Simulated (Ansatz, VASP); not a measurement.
One calculation of B, two programs

```
B
1.0
    -0.91608    0.91608    0.91608
     0.91608   -0.91608    0.91608
     0.91608    0.91608   -0.91608
B
1
Cartesian
  0.0000 0.0000 0.0000
```

Change from the starting cell: volume scaled by 0.5, LAPW.

Alike in both runs: task single point; functional PBE; k mesh 22 × 22 × 22; occupations fermi-dirac, width 0.1 eV; no spin polarisation.

```csv
,VASP,Ansatz
version,VASP 6.6.1,Ansatz 0.2.0
potentials or method,"VASP PAW PBE potentials, release 64 (B), cutoff 520 eV","all-electron LAPW, scalar-relativistic"
```

```tsv
	VASP	Ansatz	Ansatz less VASP
pressure (GPa)	567.8	566.6	-1.24
```

Ansatz ran all-electron here, so the differences hold the error of VASP's frozen core and of both bases.

Caveats: the cell as given lies far from equilibrium; so large a pressure means that the cell lies far from this level's equilibrium, or that cutoff or potentials fall short (VASP).
